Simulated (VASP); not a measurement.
# FeO (R-3m) in VASP: single point with PBEsol+U

Aim: the single point of FeO with PBEsol+U.

Program: VASP 6.6.1. These are calculated values, not measurements. Logs are shortened: lines on timing, memory, paths and dates and some standing lists are left out, and cuts for length are marked.

## (1) The crystal as given

Symmetry: R-3m, No. 166, trigonal system. The conventional cell has a = 3.035 Å, b = 3.035 Å, c = 7.547 Å, α = 90.00°, β = 90.00°, γ = 120.00°. Fe (site symmetry -3m) has 6 O at 2.16 Å as nearest neighbours. O (site symmetry -3m) has 6 Fe at 2.16 Å as nearest neighbours.

## (2) Single point, PBEsol+U

INCAR

```
SYSTEM = FeO
ALGO = Normal ; EDIFF = 1E-6
ENCUT = 450 ; GGA = PS
ISIF = 2 ; ISMEAR = 0
LASPH = .TRUE. ; LCHARG = .FALSE.
LDAU = .TRUE. ; LDAUJ = 0 0
LDAUL = 2 -1 ; LDAUPRINT = 1
LDAUTYPE = 2 ; LDAUU = 4 0
LMAXMIX = 4 ; LORBIT = 11
LREAL = .FALSE. ; LWAVE = .FALSE.
NBANDS = 22 ; NELM = 150
PREC = Accurate ; SIGMA = 0.05
```

KPOINTS

```
k-points
0
G
  9 9 9
  0 0 0
```

POSCAR

```
FeO
1.0
    1.5176821100     -0.8762341700      5.0315891600
   -1.5176821100     -0.8762341700      5.0315891600
    0.0000000000     -3.5049367000      5.0315891600
Fe O
2 2
Direct
    0.0000000000      0.0000000000      0.0000000000
    0.0000000000      0.0000000000      0.5000000000
    0.5000000000      0.5000000000      0.7500000000
    0.5000000000      0.5000000000      0.2500000000
```

Potentials or basis: VASP PAW PBE potentials, release 64 (Fe, O).

On the command line:

```sh
$ cat potpaw_PBE.64/Fe/POTCAR potpaw_PBE.64/O/POTCAR > POTCAR
$ mpirun -np 1 vasp_std > vasp.out
```

OUTCAR:

```text
SYSTEM = FeO
   EDIFF = 1E-6
   ENCUT = 450
   GGA = PS
   ISIF = 2
   ISMEAR = 0
   LASPH = .TRUE.
   LORBIT = 11
   LREAL = .FALSE.
   NELM = 150
   PREC = Accurate

 ion  position               nearest neighbor table
   1  0.000  0.000  0.000-   3 2.16   4 2.16   3 2.16   4 2.16   4 2.16   3 2.16   2 3.07   2 3.07
                             2 3.07   2 3.07   2 3.07   2 3.07
   2  0.000  0.000  0.500-   3 2.16   4 2.16   3 2.16   4 2.16   3 2.16   4 2.16   1 3.07   1 3.07
                             1 3.07   1 3.07   1 3.07   1 3.07
   3  0.500  0.500  0.750-   1 2.16   2 2.16   1 2.16   2 2.16   1 2.16   2 2.16
   4  0.500  0.500  0.250-   1 2.16   2 2.16   1 2.16   2 2.16   2 2.16   1 2.16

  LATTYP: Found a trigonal (rhomboedric) cell.
 ALAT       =     5.3280423072
 COS(alpha) =     0.8377232513

  Lattice vectors:

 A1 = (  -0.0000000000,   1.7524683600,   5.0315891600)
 A2 = (  -1.5176821100,  -0.8762341700,   5.0315891600)
 A3 = (   1.5176821100,  -0.8762341700,   5.0315891600)

Analysis of symmetry for initial positions (statically):
=====================================================================
 Subroutine PRICEL returns following result:

  LATTYP: Found a trigonal (rhomboedric) cell.
 ALAT       =     3.0660019070
 COS(alpha) =     0.5099427872

  Lattice vectors:

 A1 = (  -1.5176821100,   0.8762341800,   2.5157945800)
 A2 = (   0.0000000000,  -1.7524683500,   2.5157945800)
 A3 = (   1.5176821100,   0.8762341800,   2.5157945800)

   2 primitive cells build up your supercell.

 Routine SETGRP: Setting up the symmetry group for a
 trigonal (rhombohedral) supercell.

 Subroutine GETGRP returns: Found 12 space group operations
 (whereof 12 operations were pure point group operations)
 out of a pool of 12 trial point group operations.

The static configuration has the point symmetry D_3d.

Analysis of symmetry for dynamics (positions and initial velocities):
=====================================================================
 Subroutine PRICEL returns following result:

  LATTYP: Found a trigonal (rhomboedric) cell.
 ALAT       =     3.0660019070
 COS(alpha) =     0.5099427872

  Lattice vectors:

 A1 = (  -1.5176821100,   0.8762341800,   2.5157945800)
 A2 = (   0.0000000000,  -1.7524683500,   2.5157945800)
 A3 = (   1.5176821100,   0.8762341800,   2.5157945800)

   2 primitive cells build up your supercell.

 Routine SETGRP: Setting up the symmetry group for a
 trigonal (rhombohedral) supercell.

 Subroutine GETGRP returns: Found 12 space group operations
 (whereof 12 operations were pure point group operations)
 out of a pool of 12 trial point group operations.

The dynamic configuration has the point symmetry D_3d.

 Subroutine INISYM returns: Found 12 space group operations
 (whereof 12 operations are pure point group operations),
 and found     2 'primitive' translations

----------------------------------------------------------------------------------------

                                     Primitive cell

  volume of cell :      20.0737

  direct lattice vectors                    reciprocal lattice vectors
    -1.517682110  0.876234180  2.515794580    -0.329449755  0.190207905  0.132496244
[... 127 lines left out ...]
   NGX = 19   NGY = 19   NGZ = 21

atom =   1  type =  1  l = 2

 onsite density matrix

spin component  1

  0.6878 -0.0000 -0.0000  0.3852  0.0000
 -0.0000  0.4086  0.0000 -0.0000  0.3852
 -0.0000  0.0000  0.9582  0.0000  0.0000
  0.3852 -0.0000  0.0000  0.4086 -0.0000
  0.0000  0.3852  0.0000 -0.0000  0.6878

spin component  2

  0.6878 -0.0000 -0.0000  0.3852  0.0000
 -0.0000  0.4086  0.0000 -0.0000  0.3852
 -0.0000  0.0000  0.9582  0.0000  0.0000
  0.3852 -0.0000  0.0000  0.4086 -0.0000
  0.0000  0.3852  0.0000 -0.0000  0.6878

 occupancies and eigenvectors

  o =  0.1384  v =  0.5741 -0.0000  0.0000 -0.8188  0.0000  0.0000  0.0000  0.0000  0.0000  0.0000      0.0000  0.0000  0.0000  0.0000  0.0000  0.0000  0.0000  0.0000  0.0000  0.0000
  o =  0.1384  v =  0.0000  0.0000  0.0000  0.0000  0.0000  0.5741 -0.0000  0.0000 -0.8188  0.0000      0.0000  0.0000  0.0000  0.0000  0.0000  0.0000  0.0000  0.0000  0.0000  0.0000
  o =  0.1384  v =  0.0000  0.8188 -0.0000 -0.0000 -0.5741  0.0000  0.0000  0.0000  0.0000  0.0000      0.0000  0.0000  0.0000  0.0000  0.0000  0.0000  0.0000  0.0000  0.0000  0.0000
  o =  0.1384  v =  0.0000  0.0000  0.0000  0.0000  0.0000  0.0000  0.8188 -0.0000 -0.0000 -0.5741      0.0000  0.0000  0.0000  0.0000  0.0000  0.0000  0.0000  0.0000  0.0000  0.0000
  o =  0.9580  v =  0.0000  0.0000  0.0000  0.0000  0.0000 -0.0000 -0.5741  0.0000 -0.0000 -0.8188      0.0000  0.0000  0.0000  0.0000  0.0000  0.0000  0.0000  0.0000  0.0000  0.0000
  o =  0.9580  v = -0.0000 -0.5741  0.0000 -0.0000 -0.8188  0.0000  0.0000  0.0000  0.0000  0.0000      0.0000  0.0000  0.0000  0.0000  0.0000  0.0000  0.0000  0.0000  0.0000  0.0000
  o =  0.9580  v =  0.8188 -0.0000  0.0000  0.5741 -0.0000  0.0000  0.0000  0.0000  0.0000  0.0000      0.0000  0.0000  0.0000  0.0000  0.0000  0.0000  0.0000  0.0000  0.0000  0.0000
  o =  0.9580  v =  0.0000  0.0000  0.0000  0.0000  0.0000  0.8188 -0.0000  0.0000  0.5741 -0.0000      0.0000  0.0000  0.0000  0.0000  0.0000  0.0000  0.0000  0.0000  0.0000  0.0000
  o =  0.9582  v =  0.0000  0.0000  0.0000  0.0000  0.0000  0.0000 -0.0000 -1.0000  0.0000 -0.0000      0.0000  0.0000  0.0000  0.0000  0.0000  0.0000  0.0000  0.0000  0.0000  0.0000
  o =  0.9582  v =  0.0000 -0.0000 -1.0000  0.0000 -0.0000  0.0000  0.0000  0.0000  0.0000  0.0000      0.0000  0.0000  0.0000  0.0000  0.0000  0.0000  0.0000  0.0000  0.0000  0.0000

atom =   2  type =  1  l = 2

 onsite density matrix

spin component  1

  0.6878 -0.0000 -0.0000  0.3852 -0.0000
 -0.0000  0.4086  0.0000 -0.0000  0.3852
 -0.0000  0.0000  0.9582  0.0000  0.0000
  0.3852 -0.0000  0.0000  0.4086 -0.0000
 -0.0000  0.3852  0.0000 -0.0000  0.6878

spin component  2

  0.6878 -0.0000 -0.0000  0.3852 -0.0000
 -0.0000  0.4086  0.0000 -0.0000  0.3852
 -0.0000  0.0000  0.9582  0.0000  0.0000
  0.3852 -0.0000  0.0000  0.4086 -0.0000
 -0.0000  0.3852  0.0000 -0.0000  0.6878

 occupancies and eigenvectors

  o =  0.1384  v =  0.5741 -0.0000  0.0000 -0.8188  0.0000  0.0000  0.0000  0.0000  0.0000  0.0000      0.0000  0.0000  0.0000  0.0000  0.0000  0.0000  0.0000  0.0000  0.0000  0.0000
  o =  0.1384  v =  0.0000  0.0000  0.0000  0.0000  0.0000  0.5741 -0.0000  0.0000 -0.8188  0.0000      0.0000  0.0000  0.0000  0.0000  0.0000  0.0000  0.0000  0.0000  0.0000  0.0000
  o =  0.1384  v =  0.0000  0.8188 -0.0000 -0.0000 -0.5741  0.0000  0.0000  0.0000  0.0000  0.0000      0.0000  0.0000  0.0000  0.0000  0.0000  0.0000  0.0000  0.0000  0.0000  0.0000
  o =  0.1384  v =  0.0000  0.0000  0.0000  0.0000  0.0000  0.0000  0.8188 -0.0000 -0.0000 -0.5741      0.0000  0.0000  0.0000  0.0000  0.0000  0.0000  0.0000  0.0000  0.0000  0.0000
  o =  0.9580  v =  0.0000  0.0000  0.0000  0.0000  0.0000 -0.0000 -0.5741  0.0000 -0.0000 -0.8188      0.0000  0.0000  0.0000  0.0000  0.0000  0.0000  0.0000  0.0000  0.0000  0.0000
  o =  0.9580  v = -0.0000 -0.5741  0.0000 -0.0000 -0.8188  0.0000  0.0000  0.0000  0.0000  0.0000      0.0000  0.0000  0.0000  0.0000  0.0000  0.0000  0.0000  0.0000  0.0000  0.0000
  o =  0.9580  v =  0.8188 -0.0000  0.0000  0.5741 -0.0000  0.0000  0.0000  0.0000  0.0000  0.0000      0.0000  0.0000  0.0000  0.0000  0.0000  0.0000  0.0000  0.0000  0.0000  0.0000
  o =  0.9580  v =  0.0000  0.0000  0.0000  0.0000  0.0000  0.8188 -0.0000  0.0000  0.5741 -0.0000      0.0000  0.0000  0.0000  0.0000  0.0000  0.0000  0.0000  0.0000  0.0000  0.0000
  o =  0.9582  v =  0.0000  0.0000  0.0000  0.0000  0.0000  0.0000 -0.0000 -1.0000  0.0000 -0.0000      0.0000  0.0000  0.0000  0.0000  0.0000  0.0000  0.0000  0.0000  0.0000  0.0000
  o =  0.9582  v =  0.0000 -0.0000 -1.0000  0.0000 -0.0000  0.0000  0.0000  0.0000  0.0000  0.0000      0.0000  0.0000  0.0000  0.0000  0.0000  0.0000  0.0000  0.0000  0.0000  0.0000

 number of electron      27.9999995 magnetization

 Free energy of the ion-electron system (eV)
  ---------------------------------------------------
  ext. energy  EPLUGINS =         0.00000000
  ---------------------------------------------------
  free energy    TOTEN  =       -24.68260842 eV

  energy without entropy =      -24.68260842  energy(sigma->0) =      -24.68260842

 E-fermi :   3.9692     XC(G=0): -12.4016

 val. band max:        3.6814153222   @ k =   0.4444   0.4444   0.0000
 cond. band min:       5.5954287285   @ k =   0.0000   0.0000   0.0000
 fundamental gap:      1.9140134062
 Fermi energy:         3.9691676831

 k-point     1 :       0.0000    0.0000    0.0000
  band No.  band energies     occupation
      1     -14.7712      2.00000
      2     -13.6616      2.00000
      3      -2.8419      2.00000
      4       0.2345      2.00000
      5       0.2345      2.00000
      6       1.9546      2.00000
[... 589 lines left out ...]
     21      14.6941      0.00000
     22      14.8742      0.00000

 [... further k-points ...]

------------------------ aborting loop because EDIFF is reached ----------------------------------------

  FORCE on cell =-STRESS in cart. coord.  units (eV):
  Direction    XX          YY          ZZ          XY          YZ          ZX
  --------------------------------------------------------------------------------------
  -------------------------------------------------------------------------------------
  Total       -7.0166454     -7.0166454     -7.6137972      0.0000000     -0.0000000     -0.0000000
  in kB     -280.0158944   -280.0158956   -303.8466567      0.0000000     -0.0000004     -0.0000000
  external PRESSURE =    -287.9594822 kB  Pullay stress =       0.0000000 kB

 VOLUME and BASIS-vectors are now :
 -----------------------------------------------------------------------------
  energy-cutoff  :      450.00
  volume of cell :       40.15
      direct lattice vectors                 reciprocal lattice vectors
     1.517682110 -0.876234170  5.031589160     0.329449755  0.190207905  0.132496244
    -1.517682110 -0.876234170  5.031589160    -0.329449755  0.190207905  0.132496244
     0.000000000 -3.504936700  5.031589160     0.000000000 -0.380415809 -0.066248122

 POSITION                                       TOTAL-FORCE (eV/Angst)
 -----------------------------------------------------------------------------------
      0.00000      0.00000      0.00000        -0.000000     -0.000000      0.000000
      0.00000     -1.75247      2.51579         0.000000     -0.000000      0.000000
      0.00000     -3.50494      8.80528         0.000000     -0.000000      0.000000
      0.00000     -1.75247      6.28949        -0.000000      0.000000     -0.000000
 -----------------------------------------------------------------------------------
    total drift:                               -0.000000     -0.000000      0.000000

  FREE ENERGIE OF THE ION-ELECTRON SYSTEM (eV)
  ---------------------------------------------------
  free  energy   TOTEN  =       -24.6826084209 eV

  energy  without entropy=      -24.6826084209  energy(sigma->0) =      -24.68260842

 total charge

# of ion       s       p       d       tot
------------------------------------------
    1        0.267   0.331   6.277   6.874
    2        0.267   0.331   6.277   6.874
    3        1.544   3.412   0.000   4.956
    4        1.544   3.412   0.000   4.956
--------------------------------------------------
tot          3.622   7.486  12.553  23.661
```

Run time: 3.4 min. Hardware: 1 thread of Intel Xeon Platinum 8488C (Sapphire Rapids), shared host; peak memory 0.25 GiB.

Results:

```yaml
Free_energy: -24.6826 eV
Band_gap_on_the_k_mesh: 1.91 eV
Valence_electrons_inside_the_program's_atomic_spheres: Fe 6.87; O 4.96
```

Levels at points of the mesh, in eV from the valence-band top:
| k point | band 10 | band 11 | band 12 | band 13 | band 14 | band 15 | band 16 | band 17 | band 18 | band 19 |
| --- | --- | --- | --- | --- | --- | --- | --- | --- | --- | --- |
| (0.00, 0.00, 0.00) | -1.42 | -1.42 | -0.38 | -0.38 | -0.03 | 1.91 | 1.91 | 2.68 | 4.24 | 4.24 |

Eigenvalues of the final occupation matrices:
```
    site  spin  trace               eigenvalues
site 1 d     1   3.15  0.14 0.14 0.96 0.96 0.96
site 1 d     2   3.15  0.14 0.14 0.96 0.96 0.96
site 2 d     1   3.15  0.14 0.14 0.96 0.96 0.96
site 2 d     2   3.15  0.14 0.14 0.96 0.96 0.96
```

Caveat: the cutoff is under 1.25 times the usual one of these potentials, so pressure, stress and relaxed cells hold a basis-set (Pulay) error; a pressure of tens of GPa on the cell as given is suspect, and the run, the potentials or the cell itself is likely at fault; the PAW data sets were made with another functional, which shifts forces and pressure a little; an odd mesh through Γ misses points on the zone boundary, where band edges often lie.
